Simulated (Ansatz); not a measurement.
Start from InN in the wurtzite structure (space group P6_3mc, No. 186; a = 3.581 Å, c = 5.788 Å).

(Cell as relaxed with PBE.)

Levels (all Ansatz, a quantum-chemistry and plane-wave program, PAW, earlier PAW set): PBE (420 eV, no spin-orbit coupling); r2SCAN (500 eV, scalar-relativistic without spin-orbit coupling).

Each level relaxes its own structure.

| base | PBE | r2SCAN |
|---|---|---|
| volume per atom | 16.07 Å³ | 15.60 Å³ |
| lattice parameter a | 3.581 Å | 3.548 Å |

Now apply this change: cell and atoms relaxed at a pressure of 60 GPa.

```json
[
 {"quantity": "shortest interatomic distance", "PBE": "2.026 Å", "r2SCAN": "___"},
 {"quantity": "space group", "PBE": "P6_3/mmc (No. 194)", "r2SCAN": "___"}
]
```

Problem. Given the PBE results, estimate those of r2SCAN.

Solution. 
- shortest interatomic distance, r2SCAN: 2.021 Å
- space group, r2SCAN: P6_3/mmc (No. 194)

PBE's shortest interatomic distance lies 0.005 Å above r2SCAN's (0.3 %); the two agree on the space group. Neither level is exact; r2SCAN is the comparison here, not a measurement.

From pressure 60 GPa on, the axis ratios lie over 15 % from the base's, so the cell there is far from its starting form. Load acts through the strain it causes; cell and atoms are relaxed under it. Whether these cells are dynamically stable was not tested. Tetrahedral semiconductors of this kind turn to denser phases somewhere between about 1 and 50 GPa; those were not computed, so compressed cells here can lie past the real transition. The final runs are not spin-polarised. Along this pressure series the structure jumps between pressure 45 GPa and pressure 60 GPa; cells beyond that are another form of it.
